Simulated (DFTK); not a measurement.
Write the native input for DFTK 0.8.2 that does the following.

```yaml
Task: band structure
Functional: PBEsol
Potentials_or_basis: cp2k.nc.sr.pbe.v0_1.semicore.gth (PBE, GTH)
Cutoff: 1061 eV
k_mesh: 9 × 9 × 9
Occupations: fermi-dirac, width 0.05 eV
Spin: no spin polarisation
Valence_electrons: Bi 15
SCF_tolerance_on_the_density: 1e-06
```

The structure of Bi lies in POSCAR:

```
Bi
1.0
   -1.9814305318      1.9814305318      1.9814305318
    1.9814305318     -1.9814305318      1.9814305318
    1.9814305318      1.9814305318     -1.9814305318
Bi
1
Direct
    0.0000000000      0.0000000000      0.0000000000
```

This isn't the form of Bi at room conditions, which is rhombohedral.

These files were run (other wordings do the same):

run.jl

```julia
using DFTK
using PseudoPotentialData
using Unitful, UnitfulAtomic
using LinearAlgebra, Printf
include("save.jl")
disable_threading()

lines     = readlines("POSCAR")
lattice   = austrip(1u"Å") * parse(Float64, lines[2]) * hcat([parse.(Float64, split(l)) for l in lines[3:5]]...)
symbols   = vcat([fill(Symbol(s), parse(Int, n)) for (s, n) in zip(split(lines[6]), split(lines[7]))]...)
positions = [parse.(Float64, split(l)[1:3]) for l in lines[9:8+length(symbols)]]
pseudopotentials = PseudoFamily("cp2k.nc.sr.pbe.v0_1.semicore.gth")
elements = Dict(s => ElementPsp(s, pseudopotentials) for s in unique(symbols))
atoms    = [elements[s] for s in symbols]

build_model(lattice, positions; symmetries=true) =
    model_DFT(lattice, atoms, positions;
              functionals=PBEsol(),
              temperature=austrip(0.05u"eV"),
              smearing=Smearing.FermiDirac(),
              symmetries)
Ecut  = 39.0  # hartree
kgrid = [9, 9, 9]
tol   = 1e-6
to_GPa = ustrip(uconvert(u"GPa", 1u"hartree/bohr^3"))

model = build_model(lattice, positions)
basis = PlaneWaveBasis(model; Ecut, kgrid)
display(basis)
scfres = self_consistent_field(basis;
                               tol,
                               nbandsalg=AdaptiveBands(model; n_bands_converge=12))
display(scfres.energies)
@printf "Fermi level: %.6f eV\n" ustrip(auconvert(u"eV", something(scfres.εF, NaN)))
forces = compute_forces_cart(scfres)
println("Forces (eV/Å)")
for (s, f) in zip(symbols, forces)
    @printf "%-3s %12.6f %12.6f %12.6f\n" s ustrip.(auconvert.(u"eV/Å", f))...
end
stress = compute_stresses_cart(scfres)
println("Stress (GPa)")
display(round.(stress * to_GPa; digits=4))
println("Levels at the first k-point (eV): ", round.(ustrip.(auconvert.(u"eV", scfres.eigenvalues[1][1:scfres.n_bands_converge])); digits=4))
save_scf!(scfres; forces, stress)

points = Dict("G" => [0.0, 0.0, 0.0], "H" => [0.5, -0.5, 0.5], "P" => [0.25, 0.25, 0.25], "N" => [0.0, 0.0, 0.5])
segments = [("G", "H", 10), ("H", "N", 7), ("N", "G", 7), ("G", "P", 8), ("P", "H", 8), ("P", "N", 5)]
kcoords = vcat([[points[a] + t * (points[b] - points[a]) for t in range(0, 1, n)] for (a, b, n) in segments]...)
bands = compute_bands(scfres, ExplicitKpoints(kcoords); n_bands=14, tol=1e-5)
for (k, ε) in zip(bands.basis.kpoints, bands.eigenvalues)
    @printf "%d %8.4f %8.4f %8.4f " k.spin k.coordinate...
    println(join([@sprintf("%9.4f", e) for e in ustrip.(auconvert.(u"eV", ε .- scfres.εF))]))
end
results["band_energies"] = rows(bands.eigenvalues); results["band_kpoints"] = rows(kcoords)
```

Potentials or basis: cp2k.nc.sr.pbe.v0_1.semicore.gth (PBE, GTH).

The run is started by

```console
$ julia --threads=1 run.jl  # save.jl only writes the numbers to a file and isn't shown; printed stress counts tension as positive; times include loading and compiling
```

Results of the run:

```json
{"Band gap on the k mesh": "none (metal or under the smearing width)"}
```

Caveat: the cutoff is short for these potentials, so energies and forces aren't converged, fitted volumes are rough and the log's stress (off by 3 to 10 GPa or more in trials) isn't used; the potentials were made for another functional, which shifts forces and pressure; spin-orbit coupling is left out, which moves the levels of the heavy elements.

Run time: 93 s on 1 thread of Intel(R) Xeon(R) Platinum 8259CL CPU @ 2.50GHz (Skylake/Cascade Lake) (shared host), peak memory 1.6 GiB.
